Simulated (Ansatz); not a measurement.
Crystal: Gd.

```
CELL_PARAMETERS angstrom
0.00000 2.58582 2.58582
2.58582 0.00000 2.58582
2.58582 2.58582 0.00000
ATOMIC_POSITIONS crystal
Gd 0.00000 0.00000 0.00000
```

This isn't the form of Gd at room conditions, which is hcp.

Base run:

| Property | Result |
| --- | --- |
| Program | Ansatz 0.2.0 |
| Functional | PBE |
| Potentials or basis | Ansatz PAW |
| Cutoff | 420 eV (not typed: the program's choice for these potentials) |
| k mesh | 8 × 8 × 8 |
| Occupations | fermi-dirac, width 0.05 eV |
| Spin | collinear spin, ferromagnetic start |
| Starting moments | [8.8] μB |
| Fixed moment | 8.8 μB |

Its results: pressure 1.3 GPa; site moments Gd +8.07 μB.

Q: The run is repeated on the same cell with these changes: fixed moment from 8.8 μB to 3.5 μB; moments at the start from [8.8] to [3.5]. What comes out?

A: Pressure 4.2 GPa; site moments Gd +4.55 μB.

Caveats: the total moment is fixed, so each spin has its own Fermi level; the thresholds are loose for stress.
